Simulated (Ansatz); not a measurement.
The system is CsSnI3.

```
Cs I Sn
1.0
     6.20570    0.00000    0.00000
     0.00000    6.20570    0.00000
     0.00000    0.00000    6.20570
Cs I Sn
1 3 1
Cartesian
  0.0000 0.0000 0.0000
  3.1029 3.1029 0.0000
  3.1029 0.0000 3.1029
  0.0000 3.1029 3.1029
  3.1029 3.1029 3.1029
```

Base run:

- Program: Ansatz 0.2.0
- Functional: PBE
- Potentials or basis: Ansatz PAW
- Cutoff: 420 eV (not typed: the program's choice for these potentials)
- k mesh: 5 × 5 × 5
- Occupations: fermi-dirac, width 0.05 eV
- Spin: no spin polarisation

Its results: pressure 0.5 GPa.

The run is repeated on the same cell with these changes: functional from PBE to r2SCAN; cutoff from 420 eV (not typed: the program's choice for these potentials) to 500 eV (not typed: the program's choice for these potentials). What comes out?

Pressure 0.0 GPa.

Caveats: the cell was measured hot, at 500 K; the PAW data sets come from PBE, with cores solved anew for the run's functional, which leaves a small shift of forces and pressure (some runs).
